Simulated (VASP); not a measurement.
Runs of VASP 6.6.1 on CaF2 (Fluorite). The structure is cubic, space group Fm-3m (No. 225). Conventional cell: a = 5.462 Å, b = 5.462 Å, c = 5.462 Å, α = 90.00°, β = 90.00°, γ = 90.00°. Around Ca (site symmetry m-3m) lie 8 F at 2.37 Å. Around F (site symmetry -43m) lie 4 Ca at 2.37 Å. 

```csv
task,cell,k mesh,cutoff (eV),smearing,gap on the mesh (eV),pressure (GPa),relaxed volume (Å³/atom)
single point,"Fm-3m, 13.58 Å³/atom",6 × 6 × 6,520,gaussian 0.1 eV,7.09,-1.6,-
single point,cell and atoms relaxed tightly for response,8 × 8 × 8,520,gaussian 0.01 eV,7.22,0.3,-
relaxation of cell and atoms,relaxed,8 × 8 × 8,600,gaussian 0.02 eV,7.21,0.0,(a)
single point,"Fm-3m, 13.27 Å³/atom",8 × 8 × 8,520,gaussian 0.02 eV,7.22,0.3,-
relaxation of cell and atoms,relaxed from: cell and atoms relaxed tightly for response,8 × 8 × 8,600,gaussian 0.01 eV,7.21,0.0,13.31
```

Alike in all rows: level PBEsol; potentials or basis VASP PAW PBE potentials, release 64 (Ca_sv, F); no spin polarisation.

Fill in the values left out.

(a) 13.30.

Caveats: the PAW data sets were made with another functional, which shifts forces and pressure a little.

A k mesh can miss the band edges.
